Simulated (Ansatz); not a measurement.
An input for Ansatz 0.2.0 (GaCo):

File input.yaml:

```yaml
crystal:
  lattice:
    - [2.878, 0.0, 0.0]
    - [0.0, 2.878, 0.0]
    - [0.0, 0.0, 2.878]
  atoms:
    - { symbol: Ga, position: [0.5, 0.5, 0.5] }
    - { symbol: Co, position: [0.0, 0.0, 0.0], spin: 2.0 }
kpoints:
  mp_grid: { grid: [9, 9, 9], kspacing: 0.3 }
  band_path:
    path:
      - [0.0, 0.0, 0.0]
      - [0.0, 0.5, 0.0]
      - [0.5, 0.5, 0.0]
      - [0.0, 0.0, 0.0]
      - [0.5, 0.5, 0.5]
      - [0.0, 0.5, 0.0]
    npoints: 6
scf:
  occupations: { method: fermi_dirac, width: 0.05 }
  max_iter: 100
hamiltonian:
  xc: { exchange: r2scan, correlation: pbe }
  pseudopotentials: { kind: all_electron, datasets: crystal }
magnetization:
  spin_polarized: true
output:
  forces: true
  stress: true
  eigenvalues: true
  fatbands: true
  dos: { projected: true, de: 0.2, e_range: [-10, 6] }
```

Potentials or basis: all-electron PAW datasets made for the crystal.

The run is started by

```sh
$ ansatz run input.yaml --threads 2 --pin off --max-ram 6144MiB --backend cpu --events-out ev --progress --plain --runs-dir out
```

Task: What does the program do with it?

Result: The run stopped without a result. It printed:

Output:

```text
Error: hamiltonian.pseudopotentials.datasets: crystal, beside a feature not held to (hamiltonian.xc: <meta-GGA that reads τ, other than r²SCAN's pair and mr2scan>) — the datasets of this kind: all_electron run are made for its crystal, and no such run has been held to what stands beside, or a reason given rules it out; change each as told or leave it out, or set another kind (and leave the keys of all_electron out)
```
